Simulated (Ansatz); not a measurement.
# GeN: the cost of one run

Program: Ansatz 0.2.0. Level of theory: DFT r2SCAN, scalar-relativistic, plane waves, PAW. These are calculated values, not measurements.

1 further run of the same task is left out (set aside as unsound or not needed).

## 1. Starting point

The structure is cubic, space group Fm-3m (No. 225). The conventional cell has a = 4.525 Å, b = 4.525 Å, c = 4.525 Å, α = 90.00°, β = 90.00°, γ = 90.00°. Around Hf (site symmetry m-3m) lie 6 N at 2.26 Å. N (site symmetry m-3m) has 6 Hf at 2.26 Å as nearest neighbours.

Coordinates:

```cif
data_structure
_symmetry_space_group_name_H-M 'Fm-3m'
_symmetry_Int_Tables_number 225
_cell_length_a 4.5255
_cell_length_b 4.5255
_cell_length_c 4.5255
_cell_angle_alpha 90.000
_cell_angle_beta 90.000
_cell_angle_gamma 90.000
_cell_volume 92.68
loop_
_atom_site_label
_atom_site_type_symbol
_atom_site_symmetry_multiplicity
_atom_site_Wyckoff_symbol
_atom_site_fract_x
_atom_site_fract_y
_atom_site_fract_z
_atom_site_occupancy
Hf1 Hf 4 a 0.00000 0.00000 0.00000 1
N1 N 4 b 0.50000 0.00000 0.00000 1
```

It goes back to an entry of the Materials Project, which need not be the stable form.

It is the result of an earlier relaxation at this level (volume 11.59 Å³/atom; gap on the mesh: none (metal)).

## 2. Swap Hf → Ge

GeN starts from the relaxed positions of HfN, with all lengths scaled by 0.848, a guess from tabulated radii.

## 3. Probe: one point at the start (GeN)

Input file input.yaml:

```yaml
crystal:
  lattice:
    - [0.0, 1.9196163938, 1.9196163938]
    - [1.9196163938, 0.0, 1.9196163938]
    - [1.9196163938, 1.9196163938, 0.0]
  atoms:
    - { symbol: Ge, position: [0.0, 0.0, 0.0] }
    - { symbol: "N", position: [0.5, 0.5, 0.5] }
basis:
  ecutwfc: 500
kpoints:
  mp_grid: { grid: [8, 8, 8] }
hamiltonian:
  xc: r2scan
scf:
  occupations: { method: gaussian, width: 0.1 }
output:
  forces: true
  stress: true
  eigenvalues: true
```

Launch:

```
ansatz run input.yaml --threads 1 --pin off --max-ram 2560MiB --backend cpu --events-out ev --progress --plain --runs-dir out
```

Q: Estimate wall time and peak memory on 1 thread of Oxide Virtual Turin-like (Zen 5), shared host.

About 2.1 s, with a peak of 0.35 GiB.
